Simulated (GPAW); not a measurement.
CuO in GPAW: convergence with smearing width (eV)

The system is CuO.

```
Cu O
1.0
     3.17550    0.00000    0.00000
     0.00000    3.17550    0.00000
     0.00000    0.00000    4.64953
Cu O
2 2
Direct
  0.00000 0.00000 0.00000
  0.50000 0.50000 0.00000
  0.50000 0.00000 0.26700
  0.00000 0.50000 0.73300
```

The cell was built by a generator and needn't be a form met in nature.

| Item | Value |
| --- | --- |
| Program | GPAW 26.7.0 |
| Task | convergence study |
| Functional | r2SCAN |
| Potentials or basis | GPAW PAW data sets (gpaw-data 1.2.1) |
| Cutoff | 800 eV |
| Basis | pw |
| k mesh | 5 × 5 × 4 |
| Occupations | fermi-dirac, width 0.5 eV |
| Spin | no spin polarisation |

These are the settings of the first run; the series varies smearing width (eV), with any setting tied to it.

Hardware: 1 thread of Arm Neoverse V2, on a shared host.

| smearing width (eV) | energy less the tightest run, at zero smearing (meV/atom) | pressure (GPa) | largest force (eV/Å) | SCF cycles | CPU time (s) | peak memory (GiB) |
| --- | --- | --- | --- | --- | --- | --- |
| 0.5 | -110.68 | 14.88 | 0.976 | 13 | 72 | 0.27 |
| 0.3 | -41.81 | 13.82 | 1.057 | 13 | 72 | 0.27 |
| 0.2 | -15.04 | 13.30 | 1.098 | 13 | 72 | 0.27 |
| 0.15 | -6.24 | 13.00 | 1.124 | 13 | 73 | 0.27 |
| 0.1 | -1.56 | 12.68 | 1.157 | 13 | 73 | 0.27 |
| 0.05 | -0.54 | 12.41 | 1.187 | 14 | 79 | 0.27 |
| 0.025 | -0.36 | 12.34 | 1.205 | 14 | 76 | 0.27 |
| 0.01 | 0.00 | 12.32 | 1.237 | 13 | 73 | 0.27 |

Against the tightest run, the energy stays within 1 meV/atom from 0.05 on; the pressure stays within 0.1 GPa from 0.05 on. Not settled before the last step: the largest force (to 0.005 eV/Å). Narrower smearing needs a denser k mesh, so at a fixed mesh the narrowest width isn't the most accurate. The tightest run that finished is the yardstick and may itself not be fully converged.

Caveat, for the tightest run too: the k mesh is coarse (spacing up to 0.40 Å⁻¹), so the values aren't converged; with this Cu data set, volumes or pressures lay over 1.5 % or 2 GPa off other programs in two to four cells of ten; the PAW data sets were made with another functional, which shifts forces and pressure a little; the run has no spin polarisation, though such a crystal can be magnetic.
